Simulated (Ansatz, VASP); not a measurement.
# GaSb in two plane-wave programs, part 2 of 2

Aim: how closely do two programs agree when they are given the same cell, functional and k mesh? The cell is taken from a series of VASP runs on this material, whose earlier steps may have relaxed, scaled or displaced it; both programs get it as it stands.

VASP 6.6.1 and Ansatz 0.2.0.

So far: Starting point; Ansatz: relaxation of cell and atoms, PBEsol, spin-orbit coupling.

**3. VASP: relaxation of cell and atoms, PBEsol, spin-orbit coupling**

Level of this step: PBEsol, spin-orbit coupling; plane waves and PAW (Sb, Ga_d) (VASP).

The same cell, functional, mesh and smearing now go to VASP, with its own data sets and cutoff.

Lines of VASP's logs that name or quote its potential files are left out, and so is its time.

INCAR reads:

```
SYSTEM = GaSb
PREC = Accurate
ENCUT = 450
EDIFF = 1E-06
NELM = 100
ISMEAR = 0
SIGMA = 0.03
LREAL = .FALSE.
ALGO = Normal
GGA = PS
LNONCOLLINEAR = .TRUE.
MAGMOM = 0 0 0 0 0 0
NBANDS = 30
GGA_COMPAT = .FALSE.
LASPH = .TRUE.
LSORBIT = .TRUE.
LORBIT = 11
LWAVE = .FALSE.
LCHARG = .FALSE.
KPAR = 8
IBRION = 2
NSW = 50
ISIF = 3
EDIFFG = -0.006
```

POSCAR reads:

```
GaSb
1.0
    0.0000000000      3.0779782003      3.0779782003
    3.0779782003      0.0000000000      3.0779782003
    3.0779782003      3.0779782003      0.0000000000
Sb Ga
1 1
Direct
    0.2500000000      0.2500000000      0.2500000000
    0.0000000000      0.0000000000      0.0000000000
```

KPOINTS reads:

```
Automatic mesh
0
Gamma
6 6 6
0 0 0
```

PAW data sets: Sb and Ga_d (PBE family, release 64).

Command:

```
$ mpirun -np 8 vasp_ncl
```

Numbers of over 12 decimals in the logs are rounded to 6 here.

The log of the run:

```text
[banner, memory and clock lines left out]
running    8 mpi-ranks, on    1 nodes
 distrk:  each k-point on    1 cores,    8 groups
 distr:  one band on    1 cores,    1 groups

 POSCAR found type information on POSCAR SbGa
 POSCAR found :  2 types and       2 ions
|                                                                             |
|           W    W    AA    RRRRR   N    N  II  N    N   GGGG   !!!           |
|           W    W   A  A   R    R  NN   N  II  NN   N  G    G  !!!           |
|           W    W  A    A  R    R  N N  N  II  N N  N  G       !!!           |
|           W WW W  AAAAAA  RRRRR   N  N N  II  N  N N  G  GGG   !            |
|           WW  WW  A    A  R   R   N   NN  II  N   NN  G    G                |
|           W    W  A    A  R    R  N    N  II  N    N   GGGG   !!!           |
|                                                                             |
|     For optimal performance we recommend to set                             |
|       NCORE = 2 up to number-of-cores-per-socket                            |
|     NCORE specifies how many cores store one orbital (NPAR=cpu/NCORE).      |
|     This setting can greatly improve the performance of VASP for DFT.       |
|     The default, NCORE=1 might be grossly inefficient on modern             |
|     multi-core architectures or massively parallel machines. Do your        |
|     Unfortunately you need to use the default for GW and RPA                |
|     calculations (for HF NCORE is supported but not extensively tested      |
|     yet).                                                                   |
|                                                                             |

|                                                                             |
|               ----> ADVICE to this user running VASP <----                  |
|                                                                             |
|     You enforced a specific xc type in the INCAR file but a different       |
|     [... a line on the potential file left out ...]
|     I HOPE YOU KNOW WHAT YOU ARE DOING!                                     |
|                                                                             |

 LDA part: xc-table for (Slater+PW92), standard interpolation
 POSCAR, INCAR and KPOINTS ok, starting setup
 FFT: planning ... GRIDC
 FFT: planning ... GRID_SOFT
 FFT: planning ... GRID
 WAVECAR not read
 entering main loop
       N       E                     dE             d eps       ncg     rms          rms(c)
DAV:   1     0.117082448658E+03    0.11708E+03   -0.73714E+03  1408   0.137E+03
DAV:   2     0.635917656880E+01   -0.11072E+03   -0.10560E+03  1442   0.384E+02
DAV:   3    -0.783615855001E+01   -0.14195E+02   -0.14046E+02  1592   0.104E+02
DAV:   4    -0.827719155799E+01   -0.44103E+00   -0.44032E+00  1580   0.205E+01
DAV:   5    -0.828783284643E+01   -0.10641E-01   -0.10640E-01  1632   0.306E+00    0.348E+00
DAV:   6    -0.821291805478E+01    0.74915E-01   -0.88531E-02  1918   0.524E+00    0.201E+00
DAV:   7    -0.818885377749E+01    0.24064E-01   -0.35916E-02  1562   0.168E+00    0.126E+00
DAV:   8    -0.818750391926E+01    0.13499E-02   -0.52615E-03  1542   0.591E-01    0.260E-01
DAV:   9    -0.818782561720E+01   -0.32170E-03   -0.76551E-04  1510   0.299E-01    0.593E-02
DAV:  10    -0.818797681077E+01   -0.15119E-03   -0.15806E-04  1516   0.108E-01    0.164E-02
DAV:  11    -0.818801450239E+01   -0.37692E-04   -0.40359E-05  1454   0.501E-02    0.977E-03
DAV:  12    -0.818801456208E+01   -0.59691E-07   -0.23617E-06  1606   0.149E-02
   1 F= -.81880146E+01 E0= -.81879362E+01  d E =-.818801E+01  mag=    -0.0000    -0.0000     0.0000
[...]
2 F= -.81905382E+01 E0= -.81904598E+01  d E =-.252361E-02  mag=    -0.0000     0.0000    -0.0000
[...]
3 F= -.81908818E+01 E0= -.81908034E+01  d E =-.286723E-02  mag=     0.0000    -0.0000     0.0000
[...]
4 F= -.81908616E+01 E0= -.81907833E+01  d E =-.284708E-02  mag=     0.0000    -0.0000     0.0000
[...]
5 F= -.81908800E+01 E0= -.81908016E+01  d E =-.286544E-02  mag=    -0.0000     0.0000     0.0000
[...]
6 F= -.81908758E+01 E0= -.81907974E+01  d E =-.286123E-02  mag=    -0.0000    -0.0000     0.0000
 curvature:  -0.20 expect dE=-0.700E-05 dE for cont linesearch -0.700E-05
 ZBRENT: accuracy reached
 trial: gam=-0.06329 g(F)=  0.622E-46 g(S)=  0.356E-04 ort = 0.525E-03 (trialstep = 0.942E+00)
 search vector abs. value=  0.164E-06
 bond charge predicted
       N       E                     dE             d eps       ncg     rms          rms(c)
DAV:   1    -0.819087816737E+01   -0.18755E-05   -0.21096E-05  1820   0.762E-02    0.720E-03
DAV:   2    -0.819087693925E+01    0.12281E-05   -0.27799E-06  1212   0.304E-02    0.330E-03
DAV:   3    -0.819087671093E+01    0.22832E-06   -0.38206E-07   728   0.993E-03
   7 F= -.81908767E+01 E0= -.81907984E+01  d E =-.921281E-06  mag=     0.0000     0.0000     0.0000
 trial-energy change:   -0.000001  1 .order   -0.000001   -0.000002   -0.000000
 step:   0.9735(harm=  0.9735)  dis= 0.00000  next Energy=    -8.190877 (dE=-0.118E-05)
 reached required accuracy - stopping structural energy minimisation
```

From OUTCAR (step 3):

```text
ion  position               nearest neighbor table
   1  0.250  0.250  0.250-   2 2.67   2 2.67   2 2.67   2 2.67
   2  0.000  0.000  0.000-   1 2.67   1 2.67   1 2.67   1 2.67

  LATTYP: Found a face centered cubic cell.
 ALAT       =     6.1559564006

 Subroutine GETGRP returns: Found 24 space group operations
 (whereof 24 operations were pure point group operations)

The static configuration has the point symmetry T_d .

 Found     22 irreducible k-points:

   k-points           NKPTS =     22   k-points in BZ     NKDIM =     22   number of bands    NBANDS=     30

   dimension x,y,z NGX =    30 NGY =   30 NGZ =   30
   dimension x,y,z NGXF=    60 NGYF=   60 NGZF=   60

   ENCUT  =  450.0 eV  33.07 Ry    5.75 a.u.   7.53  7.53  7.53*2*pi/ulx,y,z

   NELECT =      18.0000    total number of electrons

 k-points in reciprocal lattice and weights: Automatic mesh
   0.00000000  0.00000000  0.00000000       0.005
   0.16666667  0.00000000  0.00000000       0.019
  -0.16666667  0.00000000  0.00000000       0.019
   0.33333333  0.00000000  0.00000000       0.019
  -0.33333333  0.00000000  0.00000000       0.019
   0.50000000  0.00000000  0.00000000       0.019
   0.16666667  0.16666667  0.00000000       0.028
   0.33333333  0.16666667  0.00000000       0.056
  -0.33333333 -0.16666667  0.00000000       0.056
[...]
-0.33333333  0.33333333  0.16666667       0.111
  -0.33333333  0.50000000  0.16666667       0.056

 average (electrostatic) potential at core
       1 -87.4576       2 -65.5583

 E-fermi :   4.9475

 k-point     1 :       0.0000    0.0000    0.0000
  band No.  band energies     occupation
    ...
     12      -6.7649      1.00000
     13       4.2545      1.00000
     14       4.2545      1.00000
     15       4.7058      1.00000
     16       4.7058      1.00000
     17       4.9475      0.50000
     18       4.9475      0.50000
     19       4.9475      0.50000
     20       4.9475      0.50000
     21       7.3375      0.00000
    ...

 k-point     2 :       0.1667    0.0000    0.0000
  band No.  band energies     occupation
    ...
     14       1.9794      1.00000
     15       4.0953      1.00000
     16       4.0953      1.00000
     17       4.5235      1.00000
     18       4.5241      1.00000
     19       5.6955      0.00000
     20       5.6955      0.00000
     21       7.9333      0.00000
     22       7.9333      0.00000
     23       8.0960      0.00000
    ...

 k-point     3 :      -0.1667    0.0000    0.0000
  band No.  band energies     occupation
    ...
     14       1.9794      1.00000
     15       4.0953      1.00000
     16       4.0953      1.00000
     17       4.5235      1.00000
     18       4.5241      1.00000
     19       5.6955      0.00000
     20       5.6955      0.00000
     21       7.9333      0.00000
     22       7.9333      0.00000
     23       8.0960      0.00000
    ...

  Total       -0.0007102     -0.0007102     -0.0007102      0.0000000      0.0000000      0.0000000
  in kB       -0.0198438     -0.0198438     -0.0198438      0.0000000      0.0000000      0.0000000
  external PRESSURE =      -0.0198438 kB  Pullay stress =       0.0000000 kB

  energy-cutoff  :      450.00
  volume of cell :       57.34
      direct lattice vectors                 reciprocal lattice vectors
     0.000000000  3.060601895  3.060601895    -0.163366559  0.163366559  0.163366559
     3.060601895  0.000000000  3.060601895     0.163366559 -0.163366559  0.163366559
     3.060601895  3.060601895  0.000000000     0.163366559  0.163366559 -0.163366559

 POSITION                                       TOTAL-FORCE (eV/Angst)
 -----------------------------------------------------------------------------------
      1.53030      1.53030      1.53030        -0.000000      0.000000      0.000000
      0.00000      0.00000      0.00000         0.000000     -0.000000     -0.000000
 -----------------------------------------------------------------------------------
    total drift:                                0.000000      0.000000      0.000000

  FREE ENERGIE OF THE ION-ELECTRON SYSTEM (eV)
  ---------------------------------------------------
  free  energy   TOTEN  =        -8.1908767109 eV

  energy  without entropy=       -8.1907199916  energy(sigma->0) =       -8.19079835

 reached required accuracy - stopping structural energy minimisation

 Spin-Orbit-Coupling matrix elements
 Ion:    1  E_soc:     -0.1259193
 Ion:    2  E_soc:     -0.0123138

 total charge
# of ion       s       p       d       tot
------------------------------------------
    1        1.130   1.340   0.027   2.497
    2        0.909   0.765   9.963  11.636
--------------------------------------------------
tot          2.039   2.105   9.990  14.133

 magnetization (x)
# of ion       s       p       d       tot
------------------------------------------
    1        0.000  -0.000   0.000  -0.000
    2       -0.000   0.000   0.000   0.000
--------------------------------------------------
tot         -0.000   0.000   0.000   0.000

 magnetization (y)
# of ion       s       p       d       tot
------------------------------------------
    1        0.000   0.000   0.000   0.000
    2        0.000   0.000   0.000   0.000
--------------------------------------------------
tot          0.000   0.000   0.000   0.000

 magnetization (z)
# of ion       s       p       d       tot
------------------------------------------
    1       -0.000  -0.000   0.000  -0.000
    2        0.000  -0.000   0.000  -0.000
--------------------------------------------------
tot          0.000  -0.000   0.000  -0.000

[... 3 further parts left out ...]
```

**4. Differences**

Known differences besides the potentials themselves: spin-orbit coupling enters by fully relativistic files in Ansatz and inside the spheres in VASP; both relaxations stop at a tolerance, which leaves soft axes loose, and VASP keeps its plane-wave basis; the data sets hold 28 valence electrons in Ansatz (fully relativistic PAW (standard-fr) files) and 18 in VASP; the cutoff is 420 eV in Ansatz and 450 eV in VASP; Ansatz makes its cores anew for this functional, VASP keeps those of its PBE data sets; Ansatz adds a Pulay correction to the stress that steers its cell, VASP none. Total energies have different zeros and are not compared.

The two programs side by side:

```csv
quantity,Ansatz,VASP,difference
volume (Å³),57.23,57.34,-0.19 %
"edge a after relaxation, in the typed setting (Å)",4.326,4.328,-0.06 %
```

The walks stopped with -0.01 GPa left in Ansatz and 0.00 GPa in VASP; each walk ends within a tolerance, so the volume difference is uncertain by about these residues over the bulk modulus, most in soft cells.

**5. What came out**

* difference in volume (relaxation of cell and atoms, PBEsol, spin-orbit coupling): -0.19 %

In words: The difference in volume is -0.19 % (relaxation of cell and atoms, PBEsol, spin-orbit coupling), within the 1.2 % picked in this series as the mark of a large difference, as far as the stopping tolerances let one tell. 1 further run of this series is not shown here. Such differences can come from data sets, numerical settings and the points named under the comparisons, not from the functional's error against experiment.

[Lines on the potential files, build, host, timing and source positions are cut from VASP's logs without a mark.]

[Logs are printed without paths, hosts, clocks, repeated set-up lines and the standing remarks that a program may print on its own settings, such as how far it seeks lower states.]

[Hosts, paths, dates, database ids (printed as entryN), source tags and the programs' standing remarks are cut or masked in the printed files.]
